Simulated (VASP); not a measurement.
**TePb: relaxation of the atoms with PBE+D3(BJ)**

Crystal: TePb.

```xyz
2
Lattice="0.0000 3.2776 3.2776 3.2776 0.0000 3.2776 3.2776 3.2776 0.0000" Properties=species:S:1:pos:R:3 pbc="T T T"
Te    3.2776    3.2776    3.2776
Pb    0.0000    0.0000    0.0000
```

The cell isn't the ideal one: a relaxed cell with its volume scaled by 1.04.

* Program: VASP 6.6.1
* Task: relaxation of the atoms
* Functional: PBE
* Dispersion: D3(BJ)
* Potentials or basis: VASP PAW PBE potentials, release 64 (Te, Pb_d)
* Cutoff: 600 eV
* k mesh: 8 × 8 × 8
* Occupations: gaussian, width 0.03 eV
* Spin: no spin polarisation
* Further INCAR settings: ALGO = Normal; EDIFF = 1e-07; IBRION = 2; EDIFFG = -0.01; NSW = 40

```
Pressure after relaxing    : -1.5 GPa
Band gap on the k mesh     : 0.82 eV, direct
Dispersion energy per atom : -0.385 eV
```

Final structure:
```cif
data_structure
_symmetry_space_group_name_H-M 'P 1'
_symmetry_Int_Tables_number 1
_cell_length_a 4.6352
_cell_length_b 4.6352
_cell_length_c 4.6352
_cell_angle_alpha 60.000
_cell_angle_beta 60.000
_cell_angle_gamma 60.000
_cell_volume 70.42
loop_
_atom_site_label
_atom_site_type_symbol
_atom_site_fract_x
_atom_site_fract_y
_atom_site_fract_z
_atom_site_occupancy
Te1 Te 0.50000 0.50000 0.50000 1
Pb1 Pb 0.00000 0.00000 0.00000 1
```

Levels at points of the mesh, in eV from the valence-band top:
```csv
k point,band 7,band 8,band 9,band 10,band 11,band 12,band 13,band 14
"(0.00, 0.00, 0.00)",-5.70,-1.18,-1.18,-1.18,4.03,4.03,4.03,5.90
"(0.50, 0.00, 0.00)",-8.36,-0.75,-0.75,0.00,0.82,1.38,1.38,8.35
"(0.50, 0.50, 0.00)",-7.22,-4.16,-2.55,-2.55,3.48,5.33,5.33,6.47
```

Wall time 19 s on 1 thread of Intel(R) Xeon(R) 6975P-C (Granite Rapids), with other jobs on the host, peak memory 0.26 GiB.

Caveat: the relaxation stopped at its first step, so nothing moved; spin-orbit coupling is left out, which as a rule narrows the gap of such compounds by several tenths of an eV. A k mesh can miss the band edges.
